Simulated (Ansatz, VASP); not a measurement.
# Si: VASP beside Ansatz

The input INCAR:

```
SYSTEM = Si
  ALGO = Normal
  EDIFF = 1E-6
  ENCUT = 520
  GGA = PE
  ISIF = 2
  ISMEAR = 0
  IVDW = 12
  LASPH = .True.
  LCHARG = .False.
  LREAL = .False.
  LWAVE = .False.
  NBANDS = 8
  NELM = 80
  PREC = Accurate
  SIGMA = 0.1
```

The input KPOINTS:

```
k-points
0
Gamma
  8 8 8
  0 0 0
```

The input POSCAR:

```
Si
1.0
    0.0000000000      1.9108305409      1.9108305409
    1.9108305409      0.0000000000      1.9108305409
    1.9108305409      1.9108305409      0.0000000000
Si
1
Direct
    0.0000000000      0.0000000000      0.0000000000
```

Input for Ansatz:

```yaml
crystal:
  lattice:
    - [0.0, 1.9108305409, 1.9108305409]
    - [1.9108305409, 0.0, 1.9108305409]
    - [1.9108305409, 1.9108305409, 0.0]
  atoms:
    - { symbol: Si, position: [0.0, 0.0, 0.0] }
basis:
  ecutwfc: 420
kpoints:
  mp_grid: { grid: [8, 8, 8] }
hamiltonian:
  xc: pbe
  dispersion: d3bj
scf:
  occupations: { method: gaussian, width: 0.1 }
output:
  forces: true
  stress: true
  eigenvalues: true
```

This isn't the form of Si at room conditions, which is diamond.

Alike in both runs: task single point; functional PBE; dispersion D3(BJ); k mesh 8 × 8 × 8; occupations gaussian, width 0.1 eV; no spin polarisation.

|  | VASP | Ansatz |
| --- | --- | --- |
| version | VASP 6.6.1 | Ansatz 0.2.0 |
| potentials or method | VASP PAW PBE potentials, release 64 (Si) | scalar-relativistic, plane waves, PAW |
| plane-wave cutoff (eV) | 520 | 420 |
| valence electrons in the cell | 4 | 4 |

```csv
,VASP,Ansatz,Ansatz less VASP
gap on the k mesh at the Fermi level (eV),none,none,-
pressure (GPa),-3.0,-2.9,+0.03
```

A gap of «none» marks a metal or a gap that the smearing closes.

Caveats: pairwise dispersion overbinds metals, which lowers pressure and volume.
